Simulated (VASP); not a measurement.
# Sc: convergence, energy along a vibration (SMASS = -2)

Sc, Fm-3m (no. 225), atoms displaced along the mode, 2 atoms in the cell. PBEsol, energy along a line of displacements; PAW potentials Sc_sv (PBE set). VASP 6.6.1.

Wanted: harmonic frequency within 1 %.

Space group without the displacement: Fm-3m (no. 225); Mode: longitudinal mode at X.

POSCAR of the starting run:
```
Sc
1.0
    2.2600000000      2.2600000000      0.0000000000
   -2.2600000000      2.2600000000      0.0000000000
    0.0000000000      0.0000000000      4.5200000000
Sc
2
Direct
    0.0000000000      0.0000000000     -0.0088495575
    0.5000000000      0.5000000000      0.5088495575

    0.0000000000   0.0000000000   0.0100000000
    0.0000000000   0.0000000000  -0.0100000000
```

The series start from k mesh: 6 × 6 × 4; Cutoff (eV): 300; Step along the mode (Å): 0.02; Precision and projection: Accurate, reciprocal space. Each series keeps the choices made before it, and each single choice may use up half of a tolerance.

## k mesh

| k mesh | Harmonic frequency (THz) | Time (s) |
|---|---|---|
| 3 × 3 × 2 | 4.018 | 12 |
| 4 × 4 × 3 | 6.507 | 17 |
| 5 × 5 × 4 | 6.309 | 26 |
| 6 × 6 × 4 | 6.538 | 34 |
| 8 × 8 × 5 | 6.323 | 68 |
| 9 × 9 × 7 | 6.65 | 121 |
| 12 × 12 × 9 (reference) | 6.63 | 260 |

## Cutoff (eV)

| Cutoff (eV) | Harmonic frequency (THz) | Time (s) |
|---|---|---|
| 160 | 7.234 | 47 |
| 200 | 6.701 | 54 |
| 230 | 6.623 | 55 |
| 260 | 6.616 | 96 |
| 300 | 6.65 | 121 |
| 340 (reference) | 6.646 | 154 |

## Precision and projection

| Precision and projection | Harmonic frequency (THz) | Time (s) |
|---|---|---|
| Accurate, reciprocal space | 6.623 | 74 |
| Normal, reciprocal space | 6.587 | 60 |
| Normal, Auto | 6.574 | 100 |

## Question

The rows run from the loosest to the tightest (no order: precision and projection). For each series: choose the loosest value from which every tighter one stays within half of the tolerance; where there is no order, keep the first row unless others stay within half of the tolerance and take at least 30 % less time, and then take the fastest.

## Answer

- k mesh: 9 × 9 × 7
- Cutoff (eV): 230
- Precision and projection: Accurate, reciprocal space

Also changed on the way, by series that aren't shown: Step along the mode (Å): 0.04.

## All choices together

| Input | Harmonic frequency (THz) | Time (s) |
|---|---|---|
| defaults on a coarse mesh (naive) | 3.905 | 2.0 |
| chosen settings | 6.623 | 74 |
| reference settings throughout | 6.627 | 378 |

The tolerance is met.

## The input

INCAR:
```
GGA = PS ; PREC = Accurate
ENCUT = 230 ; EDIFF = 1E-7
ALGO = Normal ; LREAL = False
LASPH = True ; ISMEAR = 1
SIGMA = 0.15 ; ISYM = 0
LWAVE = False ; LCHARG = False
IBRION = 0 ; SMASS = -2
POTIM = 1 ; NSW = 9
NELMIN = 4 ; IWAVPR = 11
KPAR = 2
```

KPOINTS:
```
Automatic mesh
0
Gamma
  9 9 7
  0 0 0
```

POSCAR:
```
Sc
1.0
    2.2600000000      2.2600000000      0.0000000000
   -2.2600000000      2.2600000000      0.0000000000
    0.0000000000      0.0000000000      4.5200000000
Sc
2
Direct
    0.0000000000      0.0000000000     -0.0176991150
    0.5000000000      0.5000000000      0.5176991150

    0.0000000000   0.0000000000   0.0200000000
    0.0000000000   0.0000000000  -0.0200000000
```

Commands:
```
cat potpaw_PBE.64/Sc_sv/POTCAR > POTCAR
mpirun -np 2 vasp_std > vasp.out
```

The chosen input took VASP 6.6.1 74 s on 2 cores (Intel Xeon Platinum 8488C (Sapphire Rapids)), a shared host.

## An input that fails: POTIM multiplies the typed steps tenfold

It runs to its end, but against the unchanged starting input it is off by 913 % in the harmonic frequency.

Changes against the starting input:
```
- POTIM = 1
+ POTIM = 10
```
